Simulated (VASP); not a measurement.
# Er (Fm-3m) in VASP: a series of runs, part 2 of 2

VASP 6.6.1.

## 3. Single point, PBE, collinear spin, ferromagnetic start

Input file INCAR:

```
SYSTEM = Er
PREC     = Accurate       ! precision mode
ENCUT    = 400            ! plane-wave cutoff, eV
EDIFF    = 1E-6           ! SCF threshold, eV
ISMEAR   = 0              ! smearing method
SIGMA    = 0.2            ! smearing width, eV
LREAL    = .False.        ! projectors in reciprocal space
LASPH    = .True.         ! aspherical terms in the spheres
NELM     = 100            ! most SCF steps
ALGO     = Normal         ! electronic algorithm
ISIF     = 2              ! what is computed and relaxed
LWAVE    = .False.        ! write WAVECAR
LCHARG   = .False.        ! write CHGCAR
ISPIN    = 2              ! spin polarisation
MAGMOM   = 3              ! initial moments
LORBIT   = 11             ! projections on sites
LMAXMIX  = 6              ! l up to which the mixer works
GGA      = PE             ! functional
ADDGRID  = .False.
```

Input file KPOINTS:

```
Automatic mesh
0
Gamma
  5 5 5
  0 0 0
```

Input file POSCAR:

```
Er
1.0
    0.0000000000      2.4798434248      2.4798434248
    2.4798434248      0.0000000000      2.4798434248
    2.4798434248      2.4798434248      0.0000000000
Er
1
Direct
    0.0000000000      0.0000000000      0.0000000000
```

Potentials or basis: VASP PAW PBE potentials, release 64 (Er_3), 4f in core.

On the command line:

```
cat potpaw_PBE.64/Er_3/POTCAR > POTCAR
mpirun -np 1 vasp_std > vasp.out
```

OUTCAR:

```text
SYSTEM = Er
   PREC = Accurate
   ENCUT = 400
   EDIFF = 1E-6
   ISMEAR = 0
   LREAL = .False.
   LASPH = .True.
   NELM = 100
   ISIF = 2
   ISPIN = 2
   LORBIT = 11
   GGA = PE

 Found     10 irreducible k-points:

 Following reciprocal coordinates:
            Coordinates               Weight
  0.000000  0.000000  0.000000      1.000000
  0.200000  0.000000  0.000000      8.000000
  0.400000  0.000000  0.000000      8.000000
  0.200000  0.200000  0.000000      6.000000
  0.400000  0.200000  0.000000     24.000000
 -0.400000  0.200000  0.000000     24.000000
   k-points           NKPTS =     10   k-points in BZ     NKDIM =     10   number of bands    NBANDS=     10
   number of dos      NEDOS =    301   number of ions     NIONS =      1
   total plane-waves  NPLWV =  13824
   dimension x,y,z NGX =    24 NGY =   24 NGZ =   24
   dimension x,y,z NGXF=    48 NGYF=   48 NGZF=   48
   ions per type =               1
   NGX,Y,Z   is equivalent  to a cutoff of  11.38, 11.38, 11.38 a.u.
   NGXF,Y,Z  is equivalent  to a cutoff of  22.75, 22.75, 22.75 a.u.
 SYSTEM =  Er
   PREC   = accura    normal or accurate (medium, high low for compatibility)
   ISTART =      0    job   : 0-new  1-cont  2-samecut
   ICHARG =      2    charge: 1-file 2-atom 10-const
   ISPIN  =      2    spin polarized calculation?
   LNONCOLLINEAR =      F non collinear calculations
   LSORBIT =      F    spin-orbit coupling
   LASPH  =      T    aspherical Exc in radial PAW
   ENCUT  =  400.0 eV  29.40 Ry    5.42 a.u.   5.72  5.72  5.72*2*pi/ulx,y,z
   NELM   =    100;   NELMIN=  2; NELMDL= -5     # of ELM steps
   EDIFF  = 0.1E-05   stopping-criterion for ELM
   LREAL  =      F    real-space projection
   EDIFFG = 0.1E-04   stopping-criterion for IOM
   NSW    =      0    number of steps for IOM
   IBRION =     -1    ionic relax: 0-MD 1-quasi-New 2-CG
   NFREE  =      0    steps in history (QN), initial steepest desc. (CG)
   ISIF   =      2    stress and relaxation
   ISYM   =      2    0-nonsym 1-usesym 2-fastsym
   POTIM  = 0.5000    time-step for ionic-motion
   TEBEG  =    0.0;   TEEND  =   0.0 temperature during run
   PSTRESS=    0.0 pullay stress
   NELECT =       9.0000    total number of electrons
   NUPDOWN=      -1.0000    fix difference up-down
   EMIN   =  10.00;   EMAX   =-10.00  energy-range for DOS
   EFERMI =   0.00;   METHOD = LEGACY
   ISMEAR =     0;   SIGMA  =   0.20  broadening in eV -4-tet -1-fermi 0-gaus
   EFERMI_NEDOS =   21; number of points for ismear=-14 and -15
   IALGO  =     38    algorithm
   IMIX   =      4    mixing-type and parameters
     AMIX     =   0.40;   BMIX     =  1.00
     AMIX_MAG =   1.60;   BMIX_MAG =  1.00
  volume/ion in A,a.u.               =      30.50       205.83
  Fermi-wavevector in a.u.,A,eV,Ry     =   1.089904  2.059619 16.162222  1.187890
  Thomas-Fermi vector in A             =   2.226117
   LORBIT       =     11    0 simple, 1 ext, 2 COOP (PROOUT), +10 PAW based schemes
   GGA     = PE    functional components
   LHFCALC =     F    Hartree Fock is set to
   AEXX    =    0.0000 exact exchange contribution
   IVDW    =     0    specifies the selected vdW correction
   LEPSILON=     F    determine dielectric tensor
   LRPA    =     F    only Hartree local field effects (RPA)
 spin polarized calculation
 Gauss-broadening in eV      SIGMA  =   0.20
  energy-cutoff  :      400.00
  volume of cell :       30.50
 maximum number of plane-waves:       564
   NGX = 11   NGY = 11   NGZ = 11

 number of electron       8.9999998 magnetization       0.5631928

 Free energy of the ion-electron system (eV)
  ---------------------------------------------------
  ext. energy  EPLUGINS =         0.00000000
  ---------------------------------------------------
  free energy    TOTEN  =        -4.42704000 eV

  energy without entropy =       -4.39231106  energy(sigma->0) =       -4.40967553

 E-fermi :   3.1057     XC(G=0):  -9.8662

 val. band max:        2.8558383548   @ k =  -0.4000   0.2000   0.0000
 cond. band min:       3.1519998493   @ k =  -0.4000   0.4000   0.2000
 fundamental gap:      0.2961614945
 Fermi energy:         3.1057187556

 spin component 1

 k-point     1 :       0.0000    0.0000    0.0000
  band No.  band energies     occupation
      1     -21.3742      1.00000
      2     -21.3742      1.00000
      3     -21.3742      1.00000
      4      -2.7222      1.00000
      5       4.9242      0.00000
      6       4.9242      0.00000
      7       4.9242      0.00000
      8       7.3367      0.00000
      9       7.3367      0.00000
     10      12.3025      0.00000

 k-point     2 :       0.2000    0.0000    0.0000
  band No.  band energies     occupation
      1     -21.5928      1.00000
      2     -21.4024      1.00000
      3     -21.4024      1.00000
      4      -1.6848      1.00000
      5       3.9583      0.00000
      6       5.2418      0.00000
      7       5.2418      0.00000
      8       7.0863      0.00000
      9       7.0863      0.00000
     10      13.0029      0.00000

 k-point     3 :       0.4000    0.0000    0.0000
  band No.  band energies     occupation
      1     -21.9269      1.00000
      2     -21.4475      1.00000
      3     -21.4475      1.00000
      4       0.1539      1.00000
      5       3.3970      0.01972
      6       4.8469      0.00000
      7       4.8469      0.00000
      8       8.5771      0.00000
      9       8.5771      0.00000
     10      11.3181      0.00000

 k-point     4 :       0.2000    0.2000    0.0000
  band No.  band energies     occupation
      1     -21.5858      1.00000
      2     -21.4504      1.00000
      3     -21.4504      1.00000
      4      -1.3399      1.00000
      5       3.5209      0.00166
      6       5.4616      0.00000
      7       5.7807      0.00000
      8       5.7807      0.00000
      9       7.8687      0.00000
     10      15.2715      0.00000

 k-point     5 :       0.4000    0.2000    0.0000
  band No.  band energies     occupation
      1     -21.8268      1.00000
      2     -21.5278      1.00000
      3     -21.5015      1.00000
      4       0.4138      1.00000
      5       2.8356      0.97193
      6       4.0959      0.00000
      7       5.9395      0.00000
      8       7.7638      0.00000
      9       8.9423      0.00000
     10      12.4242      0.00000

 k-point     6 :      -0.4000    0.2000    0.0000
  band No.  band energies     occupation
      1     -21.9021      1.00000
      2     -21.6086      1.00000
      3     -21.4856      1.00000
      4       1.3507      1.00000
      5       2.8558      0.96138
      6       3.9007      0.00000
      7       5.5583      0.00000
      8       8.4180      0.00000
      9       9.3707      0.00000
     10      11.1008      0.00000

 [... further k-points ...]

 spin component 2

 k-point     1 :       0.0000    0.0000    0.0000
  band No.  band energies     occupation
      1     -21.2477      1.00000
      2     -21.2477      1.00000
      3     -21.2477      1.00000
      4      -2.2231      1.00000
      5       5.2602      0.00000
      6       5.2602      0.00000
      7       5.2602      0.00000
      8       7.5328      0.00000
      9       7.5328      0.00000
     10      13.0392      0.00000

 k-point     2 :       0.2000    0.0000    0.0000
  band No.  band energies     occupation
      1     -21.4596      1.00000
      2     -21.2751      1.00000
      3     -21.2751      1.00000
      4      -1.1895      1.00000
      5       4.3621      0.00000
      6       5.5635      0.00000
      7       5.5635      0.00000
      8       7.3113      0.00000
      9       7.3113      0.00000
     10      13.5112      0.00000

 k-point     3 :       0.4000    0.0000    0.0000
  band No.  band energies     occupation
      1     -21.7840      1.00000
      2     -21.3191      1.00000
      3     -21.3191      1.00000
      4       0.6396      1.00000
      5       3.8717      0.00000
      6       5.1441      0.00000
      7       5.1441      0.00000
      8       8.7976      0.00000
      9       8.7976      0.00000
     10      11.7036      0.00000

 k-point     4 :       0.2000    0.2000    0.0000
  band No.  band energies     occupation
      1     -21.4524      1.00000
      2     -21.3219      1.00000
      3     -21.3219      1.00000
      4      -0.8492      1.00000
      5       3.9292      0.00000
      6       5.7392      0.00000
      7       6.1130      0.00000
      8       6.1130      0.00000
      9       8.0525      0.00000
     10      15.7082      0.00000

 k-point     5 :       0.4000    0.2000    0.0000
  band No.  band energies     occupation
      1     -21.6867      1.00000
      2     -21.3969      1.00000
      3     -21.3717      1.00000
      4       0.8857      1.00000
      5       3.2750      0.11570
      6       4.4457      0.00000
      7       6.2374      0.00000
      8       8.0735      0.00000
      9       9.1359      0.00000
     10      12.7555      0.00000

 k-point     6 :      -0.4000    0.2000    0.0000
  band No.  band energies     occupation
      1     -21.7601      1.00000
      2     -21.4752      1.00000
      3     -21.3562      1.00000
      4       1.8294      1.00000
      5       3.2502      0.15348
      6       4.3251      0.00000
      7       5.8384      0.00000
      8       8.6617      0.00000
      9       9.6708      0.00000
     10      11.3650      0.00000

 [... further k-points ...]
[... 5 lines left out ...]
  --------------------------------------------------------------------------------------
  -------------------------------------------------------------------------------------
  Total        0.1923050      0.1923050      0.1923050     -0.0000000     -0.0000000     -0.0000000
  in kB       10.1017925     10.1017925     10.1017925     -0.0000000     -0.0000000     -0.0000000
  external PRESSURE =      10.1017925 kB  Pullay stress =       0.0000000 kB

 VOLUME and BASIS-vectors are now :
 -----------------------------------------------------------------------------
  energy-cutoff  :      400.00
  volume of cell :       30.50
      direct lattice vectors                 reciprocal lattice vectors
     0.000000000  2.479843425  2.479843425    -0.201625633  0.201625633  0.201625633
     2.479843425  0.000000000  2.479843425     0.201625633 -0.201625633  0.201625633
     2.479843425  2.479843425  0.000000000     0.201625633  0.201625633 -0.201625633

 POSITION                                       TOTAL-FORCE (eV/Angst)
 -----------------------------------------------------------------------------------
      0.00000      0.00000      0.00000         0.000000      0.000000      0.000000
 -----------------------------------------------------------------------------------
    total drift:                               -0.000000      0.000000      0.000000

  FREE ENERGIE OF THE ION-ELECTRON SYSTEM (eV)
  ---------------------------------------------------
  free  energy   TOTEN  =        -4.4270399978 eV

  energy  without entropy=       -4.3923110577  energy(sigma->0) =       -4.40967553

 total charge

# of ion       s       p       d       tot
------------------------------------------
    1        0.508   6.538   1.087   8.133

 magnetization (x)

# of ion       s       p       d       tot
------------------------------------------
    1        0.005   0.165   0.274   0.443
```

It took 5.6 s on 1 thread of Intel Xeon 6975P-C (Granite Rapids), shared host; peak memory 0.14 GiB.

The run converged, but some of its settings lie outside the range that counts as converged, so its numbers aren't taken as properties of the crystal.

Results:

```yaml
Free_energy: -4.4270 eV
Pressure: 1.0 GPa
Band_gap_on_the_k_mesh: none (metal or under the smearing width)
Net_moment: 0.56 μB per cell
Site_moments: Er +0.44 μB
Valence_electrons_inside_the_program's_atomic_spheres: Er 8.13
```

Caveat: the k mesh is coarse (spacing up to 0.44 Å⁻¹), so the values aren't converged; the magnetic or orbital state may not be the lowest; spin-orbit coupling is left out, which moves the levels of the heavy elements; the 4f electrons are frozen in the core as for a trivalent ion, so they carry no moment and show no levels.
